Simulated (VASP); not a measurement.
A run of VASP 6.6.1 is set up as follows.

INCAR

```
SYSTEM = Rh
PREC = Accurate
ENCUT = 520
EDIFF = 1E-6
ISMEAR = 1
SIGMA = 0.1
LREAL = .False.
LASPH = .True.
NELM = 120
ALGO = Fast
ISIF = 2
LWAVE = .False.
LCHARG = .False.
LDIPOL = .True.
IDIPOL = 3
DIPOL = 0.5 0.5 0.500
GGA = PS
IBRION = 2
NSW = 90
EDIFFG = -0.02
KPAR = 2
```

The input KPOINTS:

```
regular mesh
0
Gamma
  14 14 1
  0 0 0
```

File POSCAR:

```
Rh
1.0
    2.6898417900      0.0000000000      0.0000000000
   -1.3449209000      2.3294712900      0.0000000000
    0.0000000000      0.0000000000     27.6699343500
Rh
4
Direct
    0.6666670000      0.3333330000      0.3826287600
    0.3333340000      0.6666660000      0.4608750500
    0.0000000000      1.0000000000      0.5391249500
    0.6666670000      0.3333330000      0.6173712400
```

Potentials or basis: VASP PAW PBE potentials, release 64 (Rh_pv).

Command:

```bash
$ cat potpaw_PBE.64/Rh_pv/POTCAR > POTCAR
$ mpirun -np 2 vasp_std > vasp.out
```

(1) Predict the band gap on the k mesh.

(2) What does it give for the energy gained by relaxing?

Answers

(1) none (metal or under the smearing width).

(2) 3.7 meV/atom.
